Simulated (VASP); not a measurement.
BN: single point with PBE+D3(BJ)

**Measured values to compare with.**

A printed reference work, monograph reports, for a bulk crystal of BN at 300 K: band gap 6.4 eV (indirect).

The system is BN.

```xyz
2
Lattice="0.0000 1.8032 1.8032 1.8032 0.0000 1.8032 1.8032 1.8032 0.0000" Properties=species:S:1:pos:R:3 pbc="T T T"
B     0.0000    0.0000    0.0000
N     2.7048    2.7048    2.7048
```

| Property | Result |
| --- | --- |
| Program | VASP 6.6.1 |
| Task | single point |
| Functional | PBE |
| Dispersion | D3(BJ) |
| Potentials or basis | VASP PAW PBE potentials, release 64 (B, N) |
| Cutoff | 600 eV |
| k mesh | 12 × 12 × 12 |
| Occupations | gaussian, width 0.05 eV |
| Spin | no spin polarisation |
| Dipole correction | no |
| Further INCAR settings | ALGO = Normal; EDIFF = 1e-06; NBANDS = 11 |

The pressure is 0.0 GPa and the band gap on the k mesh is 4.47 eV (least direct gap 8.85 eV). The dispersion energy per atom is -0.211 eV.

Levels at points of the mesh, in eV from the valence-band top:
| k point | band 1 | band 2 | band 3 | band 4 | band 5 | band 6 | band 7 | band 8 |
| --- | --- | --- | --- | --- | --- | --- | --- | --- |
| (0.00, 0.00, 0.00) | -20.31 | 0.00 | 0.00 | 0.00 | 8.85 | 8.85 | 8.85 | 10.47 |
| (0.50, 0.00, 0.00) | -16.06 | -10.76 | -1.95 | -1.95 | 10.24 | 10.74 | 10.74 | 15.33 |
| (0.50, 0.50, 0.00) | -14.69 | -8.96 | -4.94 | -4.94 | 4.47 | 9.27 | 18.03 | 18.03 |

Run time: 11 s on 1 thread of Intel Xeon 8259CL (shared host), peak memory 0.14 GiB.

A measured gap of BN is 6.4 eV (indirect; 300 K; a printed reference work, monograph); the calculated 4.47 eV misses it by -1.93 eV. The value is that of PBE+D3(BJ) on a finite k mesh, which can miss the band edges, without temperature or zero-point motion. Semilocal functionals fall short of measured gaps as a rule.
